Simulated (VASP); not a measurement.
Mg, 1 atom in the cell. It takes space group P6/mmm (No. 191, hexagonal). The conventional cell has a = 3.082 Å, b = 3.082 Å, c = 3.036 Å, α = 90.00°, β = 90.00°, γ = 120.00°. Around Mg (site symmetry 6/mmm) lie 8 Mg at 3.04 to 3.08 Å. This isn't the form of Mg at room conditions, which is hcp.

```yaml
Program: VASP 6.6.1
Task: single point
Functional: PBEsol
Potentials_or_basis: VASP PAW PBE potentials, release 64 (Mg)
Cutoff: 520 eV
k_mesh: 12 × 12 × 12
Occupations: gaussian, width 0.15 eV
Spin: no spin polarisation
Dipole_correction: no
Further_INCAR_settings: ALGO = Normal; EDIFF = 1e-07; NBANDS = 7
```

Potentials or basis: VASP PAW PBE potentials, release 64 (Mg).

The run is started by

```sh
$ cat potpaw_PBE.64/Mg/POTCAR > POTCAR
$ mpirun -np 1 vasp_std > vasp.out
```

Hardware: 1 thread of Intel(R) Xeon(R) 6975P-C (Granite Rapids), with other jobs on the host.

Task: Estimate the wall time of this run.

Result: It took 4.8 s on 1 thread of Intel(R) Xeon(R) 6975P-C (Granite Rapids), on a shared host, peak memory 0.15 GiB. Counts: scf iterations 9, k points 133.
